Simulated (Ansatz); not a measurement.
# Dielectric function and optical constants of GaP

Wanted: where GaP starts to absorb, how strongly, and its refractive index.

Program: Ansatz 0.2.0. Level of theory: DFT, PBE, plane-wave PAW, default files, scalar-relativistic, independent-particle optical response without local fields. Results are calculated unless marked as measured.

## 1. Starting point

Symmetry: F-43m, No. 216, cubic system. The conventional cell has a = 5.451 Å, b = 5.451 Å, c = 5.451 Å, α = 90.00°, β = 90.00°, γ = 90.00°. Nearest to Ga lie 4 P at 2.36 Å. P has 4 Ga at 2.36 Å nearest. Farther neighbours are not listed.

## 2. Ground state and bands

The self-consistent density comes first; it also tells whether there is a gap, which decides the occupations and the need for a Drude term.

This step: DFT, PBE, plane-wave PAW, default files, scalar-relativistic, ground state (Ansatz 0.2.0).

input.yaml

```yaml
crystal:
  lattice:
    - [0.0, 2.72525, 2.72525]
    - [2.72525, 0.0, 2.72525]
    - [2.72525, 2.72525, 0.0]
  atoms:
    - { symbol: Ga, position: [0.0, 0.0, 0.0] }
    - { symbol: P, position: [0.75, 0.75, 0.75] }
kpoints:
  mp_grid: { grid: [8, 8, 8] }
  band_path:
    path:
      - [[0.0, 0.0, 0.0], [0.5, 0.0, 0.5], [0.5, 0.25, 0.75], [0.375, 0.375, 0.75], [0.0, 0.0, 0.0], [0.5, 0.5, 0.5], [0.625, 0.25, 0.625], [0.5, 0.25, 0.75], [0.5, 0.5, 0.5], [0.375, 0.375, 0.75]]
      - [[0.625, 0.25, 0.625], [0.5, 0.0, 0.5]]
    npoints: 5
scf:
  occupations: { method: fermi_dirac, width: 0.05 }
  n_extra_bands: 6
hamiltonian:
  xc: pbe
  pseudopotentials: { kind: paw }
output:
  forces: true
  stress: true
  populations: true
  write_bands: true
```

Command:

```bash
ansatz run input.yaml --threads 4 --pin off --max-ram 8192MiB --backend cpu --events-out ev --progress --plain --runs-dir out
```

Numbers of over 12 decimals in the logs are rounded to 6 here.

Log:

```text
scf.n_extra_bands = 6 over 9 filled bands (N_el = 18.0): the run solves 15 bands
Engine: ansatz 0.2.0, x86_64-unknown-linux-gnu
Pseudopotentials: kind: paw
Pseudopotential: Ga, paw, valence charge 13, recommended cutoff 420 eV (normal), Ga.paw.azcp
Pseudopotential: P, paw, valence charge 5, recommended cutoff 420 eV (normal), P.paw.azcp
Functional definition: PBE
  parameter kappa = 0.804
  parameter beta = 0.066725
  exchange = pbe_x(kappa = kappa, mu = beta*pi^2/3)
  correlation = pbe_c(beta = beta)
Crystal: 2 atoms, lattice volume = 40.481 Å³
Basis set: ecut = 420 eV, 749 PW (Γ), exchange–correlation on 54×54×54 points (8 copies of the dense FFT grid, shifted against one another)
Bands: 15, of which v1, the nominal top of the filled ones, is band 9 counted from 1 (8 counted from 0)
Symmetry: 24 space group operations
Space group: F-43m (ITA 216), of the structure as read, at distance tolerance 3.4e-5 Å
k-points: 29 of 512 (time reversal used)
Non-local potential: Ga, projectors of the file, l = 0: 2, l = 1: 2, l = 2: 3, l = 3: 1
Non-local potential: P, projectors of the file, l = 0: 2, l = 1: 2, l = 2: 2
PAW form: soft (Blöchl's): semilocal exchange-correlation on the pseudo side does not see the compensation charge
PAW one-centre angular grid: Ga, 590 points (default); XC on 64 Gauss nodes
PAW one-centre angular grid: P, 110 points (default); XC on 64 Gauss nodes
Initial density: superposition of atomic densities (neutral atoms: chi_scale 0, normalization atom), corrected by the library's trained network
Initial wavefunctions: pseudopotential atomic-orbital guess
Functional: x = pbe(κ = 0.804, μ = 0.219515), c = pbe(β = 0.066725)
SCF iter   1: F=—  HF=-4539.548774 eV  |F-HF|=—  |Δ(HF+E_count)|=         —  Δρ=1.94e-3  dr2=1.64e-3  ethr=1.77e-3  ⟨swp⟩=6.2  Hψ=2792  notcnv=0
preconditioner: auto → none  [insulator: Δε(μ)=1.630 eV  Ē_g=17.217 eV  σ=0.050 eV  W_gap=1.00  n_scr=14 (ndim 8)  ℏωp=24.8 eV  f_vac=0.011  D(μ)=0.00/eV (n_scr^D=0)  ε∞_Penn≈3.1]
SCF iter   2: F=—  HF=-4539.548338 eV  |F-HF|=—  |Δ(HF+E_count)|=   4.36e-4  Δρ=1.85e-3  dr2=8.88e-4  ethr=9.12e-6  ⟨swp⟩=2.2  Hψ=990  notcnv=0  defer=19
SCF iter   3: F=—  HF=-4539.547865 eV  |F-HF|=—  |Δ(HF+E_count)|=   4.73e-4  Δρ=7.53e-4  dr2=1.45e-4  ethr=4.94e-6  ⟨swp⟩=2.2  Hψ=571  notcnv=0  defer=19
SCF iter   4: F=—  HF=-4539.547900 eV  |F-HF|=—  |Δ(HF+E_count)|=   3.54e-5  Δρ=3.30e-4  dr2=2.26e-5  ethr=8.07e-7  ⟨swp⟩=2.0  Hψ=661  notcnv=0  defer=19
SCF iter   5: F=—  HF=-4539.547892 eV  |F-HF|=—  |Δ(HF+E_count)|=   8.62e-6  Δρ=9.08e-5  dr2=2.79e-6  ethr=1.25e-7  ⟨swp⟩=2.0  Hψ=623  notcnv=0  defer=19
SCF iter   6: F=—  HF=-4539.547891 eV  |F-HF|=—  |Δ(HF+E_count)|=   2.42e-7  Δρ=5.94e-5  dr2=7.13e-7  ethr=1.55e-8  ⟨swp⟩=2.5  Hψ=576  notcnv=0  defer=19
SCF iter   7: F=-4539.547891 eV  HF=-4539.547891 eV  |F-HF|=4.41e-8  |Δ(HF+E_count)|=   2.51e-7  Δρ=1.40e-5  dr2=3.75e-8  ethr=5.56e-10  ⟨swp⟩=7.7  Hψ=2410  notcnv=0
SCF 1 converged in 7 iterations: F = -4539.547891 eV  dr2 = 3.75e-8
  greatest PAW one-centre occupation: 0.994 electrons in one spin orbital (limit 2), on the Ga atom at site 0 (counted from 0), in its partial waves of l = 2
NSCF: frozen V_eff on 52 k-points
SCF converged after 7 iterations
Free energy (F): -4539.547891 eV
Harris-Foulkes:  -4539.547891 eV  (|F-HF|=4.41e-8)
Internal energy: -4539.547891 eV  (E = F + TS)
E sigma→0 (E₀):  -4539.547891 eV
Fermi energy:    7.876153 eV
--- Per-component energies (eV) ---
  E_band       = -58.222062
  E_kinetic    = 186.314893
  E_local      = -2200.455805  (includes V_loc(G=0)·N_el)
  E_nonlocal   = 458.831478
  E_hartree    = 1017.550059
  E_xc         = -130.787365
  E_vxc        = -119.039573  (∫ρ·V_xc dr)
  E_paw        = -2558.356104  (= ΣΔE_a)
  E_vpaw       = -418.961664  (= ΣTr[D̂ρ^β])
  E_aug_tail   = -0.000104  (compensation charges beyond the density's cutoff)
  E_ewald      = -1312.644944
  E_smearing   = -0.000000  (= −TS)
  E_closure    = 0.000000  (closes the sum)
  Σ components = -4539.547891   (vs F -4539.547891, Δ=0.00e0)
--- Forces (eV/Å), atoms counted from 1 ---
  atom   1  Ga    -0.00000000     0.00000000    -0.00000000
  atom   2  P      0.00000000    -0.00000000     0.00000000
  max |Σ_I F_I| component: 1.48e-16 eV/Å
--- Stress (GPa, compression-positive) ---
        2.505607       0.000000      -0.000000
        0.000000       2.505607       0.000000
       -0.000000       0.000000       2.505607
  P = ⅓ Tr σ = 2.5056 GPa (25.056 kbar)
--- Band table (eV; the first three rows and the last of 29) ---
  k-point 0: bands = [... 5 lower, -5.4064, 7.0859, 7.0859, 7.0859, 8.9142, 10.9710, 10.9710, 10.9710, ... 2 higher]
  k-point 1: bands = [... 5 lower, -5.2039, 5.4582, 6.8561, 6.8561, 9.5376, 11.3200, 11.3200, 11.5528, ... 2 higher]
  k-point 2: bands = [... 5 lower, -4.6303, 3.2111, 6.4233, 6.4233, 9.2434, 11.8254, 11.8254, 13.4326, ... 2 higher]
  k-point 28: bands = [... 5 lower, -2.3486, 0.5382, 3.5112, 3.6660, 11.7868, 11.9484, 13.1883, 13.2301, ... 2 higher]
--- Löwdin populations: 2 sites ---
  site symbol       q [e]
     0     Ga     12.9495
     1      P      4.9996
  spilling = 0.002828 (of n_electrons = 18.000000)
```

It took 0.89 s on 4 threads of Intel Xeon at 2.60GHz (Ice Lake), shared host; peak memory 0.38 GiB; 2.8 s of CPU time.

This step gave:

* free energy: -4539.5479 eV
* Fermi energy: 7.876 eV
* gap by band count: 1.642 eV
* electrons: 18
* symmetry operations: 24
* pressure: 2.506 GPa
* volume: 40.48 Å³
* gap on the path: 1.604 eV
* least direct gap on the path: 1.828 eV

There is a gap, 1.60 eV on the path, so no carriers' term is needed. The cell is left with a pressure of 2.5 GPa, as it stands unrelaxed at this level.

Electronic bands along the path, in eV, zero at the Fermi level; v1 is the highest filled band, c1 the lowest empty one:

```csv
point,v4,v3,v2,v1,c1,c2,c3,c4
Γ,-13.28,-0.79,-0.79,-0.79,1.04,3.10,3.10,3.10
0.40 of the way,-12.61,-3.61,-2.07,-2.07,1.74,3.14,5.13,5.13
X,-10.32,-7.54,-3.47,-3.47,0.86,1.03,9.79,9.79
0.60 of the way,-10.26,-7.42,-4.09,-3.99,2.39,2.56,7.13,7.18
W,-10.22,-7.34,-4.37,-4.21,3.91,4.07,5.31,5.35
0.60 of the way,-10.32,-7.33,-4.66,-3.43,2.06,4.05,6.46,6.85
K,-10.35,-7.34,-4.73,-3.04,1.40,4.01,7.44,7.46
0.40 of the way,-11.71,-5.77,-3.84,-1.77,2.49,4.66,4.69,5.20
Γ,-13.28,-0.79,-0.79,-0.79,1.04,3.10,3.10,3.10
0.40 of the way,-12.78,-3.78,-1.28,-1.28,1.53,3.79,3.79,4.75
L,-11.22,-7.42,-1.91,-1.91,0.88,3.92,3.92,7.49
0.40 of the way,-11.01,-7.29,-3.30,-2.25,1.94,3.80,4.75,7.38
U,-10.35,-7.34,-4.73,-3.04,1.40,4.01,7.44,7.46
0.40 of the way,-10.32,-7.33,-4.66,-3.43,2.06,4.05,6.46,6.85
W,-10.22,-7.34,-4.37,-4.21,3.91,4.07,5.31,5.35
0.60 of the way,-10.95,-7.26,-3.54,-2.44,2.32,3.50,5.16,7.30
L,-11.22,-7.42,-1.91,-1.91,0.88,3.92,3.92,7.49
0.60 of the way,-10.78,-7.20,-4.15,-2.55,1.91,4.52,5.62,6.62
K,-10.35,-7.34,-4.73,-3.04,1.40,4.01,7.44,7.46
jump to U,-10.35,-7.34,-4.73,-3.04,1.40,4.01,7.44,7.46
0.40 of the way,-10.30,-7.47,-4.20,-3.31,1.11,2.33,8.45,8.59
X,-10.32,-7.54,-3.47,-3.47,0.86,1.03,9.79,9.79
```

The electronic bands as a text plot (rows in eV, shown from -8.8 to 6.8 only):

```
    6.5 |   +++        +  ++          ++     ++ +  +       ++
    5.8 |            +++  ++                 +   +  +      +
    5.2 |   +         +   ++++++                 +++ ++
    4.5 |                   ++       +      +++        +  +++
    3.9 | ++          ++++    +++    ++++++++  ++++++  ++++  +
    3.2 |+  +        ++         +++++            + ++++       +
    2.6 | ++ ++     +  +    ++++                     ++
    1.9 | +++      +      ++    +           +++ +         +++  +
    1.3 |+   +++++++    ++       ++++++++  +   +       + +   ++++
    0.6 |      +++                       ++             +       +
    0.0 |
   -0.7 |*                      *****
   -1.3 | **                  ***    ***
   -2.0 | ***               **  *  **   *****          ****
   -2.6 |    **           **  **           * **      *** * **
   -3.3 |      ****     **                  *  **   ***   *  ****
   -3.9 |   *      *****    ****     *       *   ***       *   *
   -4.6 |            *******                  *******       ***
   -5.2 |    **                       **
   -5.9 |                   **
   -6.5 |      **
   -7.2 |          *********            ***********************
   -7.8 |        **                                            **
   -8.5 |
         Γ       X    W  K        Γ      L     U  W     L   K|U X
```

## 3. Spectrum

With the density converged, the vertical transitions are summed over the zone.

This step: DFT, PBE, plane-wave PAW, default files, scalar-relativistic, independent-particle optical response without local fields (Ansatz 0.2.0).

input.yaml, the sections that differ from step 2:

```yaml
kpoints:
  mp_grid: { grid: [8, 8, 8] }
scf:
  occupations: { method: fixed }
output:
  optics:
    e_range: [0, 14]
    de: 0.05
    sigma: 0.1
    nscf_kmesh: { grid: [8, 8, 8] }
    bands: { spectra_wanted_up_to: 14 }
# crystal, hamiltonian: as in step 2
```

Log:

```text
[...]
Crystal: 2 atoms, lattice volume = 40.481 Å³
Basis set: ecut = 420 eV, 749 PW (Γ)
Bands: 13, of which v1, the nominal top of the filled ones, is band 9 counted from 1 (8 counted from 0)
Symmetry: 24 space group operations
[...]
k-points: 29 of 512 (time reversal used)
[...]
SCF iter   1: F=—  HF=-4539.548901 eV  |F-HF|=—  |Δ(HF+E_count)|=         —  Δρ=1.57e-3  dr2=1.34e-3  ethr=1.77e-3  ⟨swp⟩=5.0  Hψ=1994  notcnv=0  defer=51
[...]
SCF iter   9: F=-4539.547886 eV  HF=-4539.547886 eV  |F-HF|=9.09e-12  |Δ(HF+E_count)|=  3.09e-11  Δρ=1.96e-7  dr2=7.17e-12  ethr=1.00e-12  ⟨swp⟩=6.2  Hψ=1838  notcnv=0
SCF 1 converged in 9 iterations: F = -4539.547886 eV  dr2 = 7.17e-12
[...]
NSCF: frozen V_eff on 29 k-points
output.optics: what the bands over the 24 summed would add to eps1, eps2 and the energy-loss function is held between a lower and an upper bound (7 Lanczos steps). eps1, eps2 and their loss function (loss_summed_bands) are given on every row as the summed bands alone make them. Along an axis, on a row where the two bounds hold the loss function to about 1 % of the greater of itself and 0.5 % of |1/eps|, its cell (loss_completed) is given, with the completed eps1 and eps2 that it is formed of (a cell that is left empty reads nan in the table and null in the record). The two bounds hold it so along every axis on all 281 rows up to 14.000 eV. [rest of the remark cut]
SCF converged after 9 iterations
Free energy (F): -4539.547886 eV
[...]
Internal energy: -4539.547886 eV  (E = F + TS)
E sigma→0 (E₀):  -4539.547886 eV
Fermi energy:    7.085932 eV
[...]
--- Band table (eV; the first three rows and the last of 29) ---
  k-point 0: bands = [... 5 lower, -5.4064, 7.0859, 7.0859, 7.0859, 8.9142, 10.9710, 10.9710, 10.9710]
  k-point 1: bands = [... 5 lower, -5.2039, 5.4583, 6.8561, 6.8561, 9.5376, 11.3201, 11.3201, 11.5528]
  k-point 2: bands = [... 5 lower, -4.6303, 3.2111, 6.4233, 6.4233, 9.2434, 11.8254, 11.8254, 13.4326]
  k-point 28: bands = [... 5 lower, -2.3485, 0.5382, 3.5112, 3.6660, 11.7868, 11.9484, 13.1883, 13.2301]
```

Run time: 3.3 s. Hardware: 4 threads; peak memory 0.57 GiB; 11 s of CPU time.

This step gave:

| Property | Result |
| --- | --- |
| electronic dielectric constant ε∞, mean over x, y and z (by symmetry where fewer were run) | 10.89 |
| absorption onset, first axis (α over 10⁴ cm⁻¹, or the direct gap if that lies higher) | 1.906 eV |
| main peak of Im epsilon, first axis | 4.480 eV |
| photocurrent from vertical transitions in a film 500 nm thick on a perfect mirror (two passes), AM1.5G, no front reflection, all carriers collected | 16.67 mA/cm² |
| least direct gap on the mesh | 1.828 eV |
| bands summed | 24 |
| spectra valid up to | 22.57 eV |
| program's estimate of the k-sum error in Im epsilon | 0.42 % |
| electrons in the f-sum | 8.288 |

The Im ε, any direction has structure finer than the step of the table below, so its rows give means over 0.5 eV, whole bins alone (the curve runs from 0 to 14 eV). Peaks (eV: height): 4.50: 41.8.

The Im ε, any direction by photon energy; means over each step:

```csv
photon energy (eV),"Im ε, any direction"
1.5,0.00264
2.0,0.592
2.5,2.30
3.0,12.5
3.5,11.3
4.0,17.6
4.5,31.2
5.0,14.8
5.5,12.1
6.0,10.6
6.5,6.57
7.0,4.61
7.5,3.37
8.0,2.63
8.5,2.55
9.0,2.16
9.5,1.63
10.0,1.47
10.5,1.11
11.0,0.901
11.5,0.726
12.0,0.597
12.5,0.540
13.0,0.428
13.5,0.361
```

The Re ε, any direction by photon energy:

| photon energy (eV) | Re ε, any direction |
| --- | --- |
| 0.0 | 10.9 |
| 0.5 | 11.0 |
| 1.0 | 11.5 |
| 1.5 | 12.6 |
| 2.0 | 14.7 |
| 2.5 | 18.4 |
| 3.0 | 16.4 |
| 3.5 | 14.1 |
| 4.0 | 17.0 |
| 4.5 | 0.273 |
| 5.0 | -7.06 |
| 5.5 | -4.08 |
| 6.0 | -7.75 |
| 6.5 | -6.31 |
| 7.0 | -5.44 |
| 7.5 | -4.39 |
| 8.0 | -3.52 |
| 8.5 | -2.53 |
| 9.0 | -2.86 |
| 9.5 | -2.32 |
| 10.0 | -2.15 |
| 10.5 | -1.85 |
| 11.0 | -1.59 |
| 11.5 | -1.33 |
| 12.0 | -1.09 |
| 12.5 | -0.901 |
| 13.0 | -0.756 |
| 13.5 | -0.576 |
| 14.0 | -0.438 |

[end of part 1 of 2]

[Logs are printed without paths, hosts, clocks, repeated set-up lines and the standing remarks that a program may print on its own settings, such as how far it seeks lower states.]

[Hosts, paths, dates, database ids (printed as entryN), source tags and the programs' standing remarks are cut or masked in the printed files.]
